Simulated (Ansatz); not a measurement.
A relaxation computed with Ansatz, from input to last step.

```yaml
crystal:
  lattice:
    - [4.4984917637, 0.0, 0.0]
    - [0.0, 4.4984917637, 0.0]
    - [0.0, 0.0, 3.1640417485]
  atoms:
    - { symbol: Ir, position: [0.5, 0.5, 0.5] }
    - { symbol: Ir, position: [0.0, 0.0, 0.0] }
    - { symbol: O, position: [0.6915166943, 0.6915166943, 0.0] }
    - { symbol: O, position: [0.8084833057, 0.1915166943, 0.5] }
    - { symbol: O, position: [0.3084833057, 0.3084833057, 0.0] }
    - { symbol: O, position: [0.1915166943, 0.8084833057, 0.5] }
basis:
  ecutwfc: 420
kpoints:
  mp_grid: { grid: [8, 8, 12] }
hamiltonian:
  xc: pbe
scf:
  occupations: { method: gaussian, width: 0.1 }
output:
  forces: true
  stress: true
  eigenvalues: true
relax:
  adjacent_minimum: "off"
  f_tol: 0.008
  max_steps: 50
  cell: { stress_tol: 0.08, p_target: 5.0 }
```

```bash
ansatz run input.yaml --threads 1 --pin off --max-ram 2560MiB --backend cpu --events-out ev --progress --plain --runs-dir out
```

These are results of Ansatz 0.2.0, DFT PBE, scalar-relativistic, plane waves, PAW, not measurements.

Of 4 frames 3 are shown, positions in Å and forces in eV/Å; the SCF threshold varies from step to step. Steps run on the plane waves of an earlier cell, with a Pulay correction in the pressure. The basis is chosen afresh for the last frame, the zero of the energies, and at times for earlier ones too; energy and pressure step there, also at an unchanged geometry. The relaxation lowers the enthalpy F + PV at the target pressure, so the free energy itself can rise.

```xyz
6
Lattice="4.4985 0.0000 0.0000 0.0000 4.4985 0.0000 0.0000 0.0000 3.1640" Properties=species:S:1:pos:R:3:forces:R:3 pbc="T T T" step=1 free_energy_over_end_meV_per_atom=0.13 pressure_GPa=5.22
Ir    2.2492    2.2492    1.5820    0.0000    0.0000    0.0000
Ir    0.0000    0.0000    0.0000    0.0000    0.0000    0.0000
O     3.1108    3.1108    0.0000    0.0122    0.0122    0.0000
O     3.6370    0.8615    1.5820   -0.0122    0.0122    0.0000
O     1.3877    1.3877    0.0000   -0.0122   -0.0122    0.0000
O     0.8615    3.6370    1.5820    0.0122   -0.0122    0.0000
6
Lattice="4.4939 0.0000 0.0000 0.0000 4.4939 0.0000 0.0000 0.0000 3.1711" Properties=species:S:1:pos:R:3:forces:R:3 pbc="T T T" step=2 free_energy_over_end_meV_per_atom=0.02 pressure_GPa=4.98
Ir    2.2469    2.2469    1.5856    0.0000    0.0000    0.0000
Ir    0.0000    0.0000    0.0000    0.0000    0.0000    0.0000
O     3.1066    3.1066    0.0000    0.0097    0.0097    0.0000
O     3.6342    0.8596    1.5856   -0.0097    0.0097    0.0000
O     1.3873    1.3873    0.0000   -0.0097   -0.0097    0.0000
O     0.8596    3.6342    1.5856    0.0097   -0.0097    0.0000
6
Lattice="4.4948 0.0000 0.0000 0.0000 4.4948 0.0000 0.0000 0.0000 3.1698" Properties=species:S:1:pos:R:3:forces:R:3 pbc="T T T" step=4 free_energy_over_end_meV_per_atom=0.00 pressure_GPa=5.00
Ir    2.2474    2.2474    1.5849    0.0000    0.0000    0.0000
Ir    0.0000    0.0000    0.0000    0.0000    0.0000    0.0000
O     3.1076    3.1076    0.0000    0.0035    0.0035    0.0000
O     3.6346    0.8602    1.5849   -0.0035    0.0035    0.0000
O     1.3872    1.3872    0.0000   -0.0035   -0.0035    0.0000
O     0.8602    3.6346    1.5849    0.0035   -0.0035    0.0000
```

The run took 55 s on 1 thread of Arm Neoverse V1 (shared host), peak memory 0.45 GiB.

Spin–orbit coupling is left out, which can shift energies with elements as heavy as these.